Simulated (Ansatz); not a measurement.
CuO in Ansatz: the effect of functional

Crystal: CuO.

```xyz
4
Lattice="2.3446 -1.7134 0.0000 2.3446 1.7134 0.0000 -0.8605 0.0000 5.0594" Properties=species:S:1:pos:R:3 pbc="T T T"
Cu    1.1723    0.8457    0.0000
Cu    0.7420   -0.8457    2.5297
O     2.0724   -0.2841    1.2836
O     1.6421    0.2841    3.8133
```

Alike in all runs:

| Property | Result |
| --- | --- |
| Program | Ansatz 0.2.0 |
| Potentials or basis | Ansatz PAW |
| k mesh | 6 × 6 × 3 |
| Occupations | fermi-dirac, width 0.05 eV |
| Spin | no spin polarisation |

```tsv
functional	cutoff	pressure (GPa)	largest force (eV/Å)
LDA	420 eV (not typed: the program's choice for these potentials)	-9.5	0.77
PBEsol	420 eV (not typed: the program's choice for these potentials)	-2.6	0.73
RPBE	420 eV (not typed: the program's choice for these potentials)	11.3	0.77
revPBE	420 eV (not typed: the program's choice for these potentials)	9.8	0.76
BLYP	420 eV (not typed: the program's choice for these potentials)	12.5	0.76
r2SCAN	500 eV (not typed: the program's choice for these potentials)	?	?
HSE06	420 eV (not typed: the program's choice for these potentials)	0.0	0.68
PBE0	420 eV (not typed: the program's choice for these potentials)	-0.2	0.67
r2SCAN0	500 eV (not typed: the program's choice for these potentials)	-4.3	0.65
```

What does the run with functional r2SCAN give?

Pressure -1.2 GPa; largest force 0.71 eV/Å.

Caveats: all runs use coarse meshes; the run has no spin polarisation, though such a crystal can be magnetic; the PAW data sets come from PBE, with cores solved anew for the run's functional, which leaves a small shift of forces and pressure; the thresholds are loose for stress (some runs).

Runs at the PBE level aren't shown here.
